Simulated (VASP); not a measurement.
Set up this calculation in VASP 6.6.1, as the native input.

* Task: single point
* Functional: PBE
* Potentials or basis: VASP PAW PBE potentials, release 64 (Cs_sv, I)
* Cutoff: 520 eV
* k mesh: 6 × 6 × 6
* Occupations: fermi-dirac, width 0.05 eV
* Spin: no spin polarisation
* Dipole correction: no
* Further INCAR settings: ALGO = Normal; EDIFF = 1e-06; NBANDS = 15

The structure of CsI lies in POSCAR:

```
CsI
1.0
    4.5049802719      0.0000000000      0.0000000000
    0.0000000000      4.5049802719      0.0000000000
    0.0000000000      0.0000000000      4.5049802719
Cs I
1 1
Direct
    0.0000000000      0.0000000000      0.0000000000
    0.5000000000      0.5000000000      0.5000000000
```

The cell isn't the ideal one: volume scaled by 0.96.

The input as run:

INCAR

```
SYSTEM = CsI
ALGO = Normal
EDIFF = 1E-6
ENCUT = 520
GGA = PE
ISIF = 2
ISMEAR = -1
LASPH = .TRUE.
LCHARG = .FALSE.
LREAL = .FALSE.
LWAVE = .FALSE.
NBANDS = 15
NELM = 80
PREC = Accurate
SIGMA = 0.05
```

KPOINTS

```
k-points
0
G
  6 6 6
  0 0 0
```

Potentials or basis: VASP PAW PBE potentials, release 64 (Cs_sv, I).

Command:

```console
$ cat potpaw_PBE.64/Cs_sv/POTCAR potpaw_PBE.64/I/POTCAR > POTCAR
$ mpirun -np 1 vasp_std > vasp.out
```

It gave:

* Pressure: 1.4 GPa
* Band gap on the k mesh: 4.02 eV, indirect (least direct gap 4.10 eV)

Caveat: spin-orbit coupling is left out, which moves the levels of the heavy elements.

Wall time 14 s on 1 thread of Intel(R) Xeon(R) Platinum 8559C (Emerald Rapids), with other jobs on the host, peak memory 0.21 GiB.
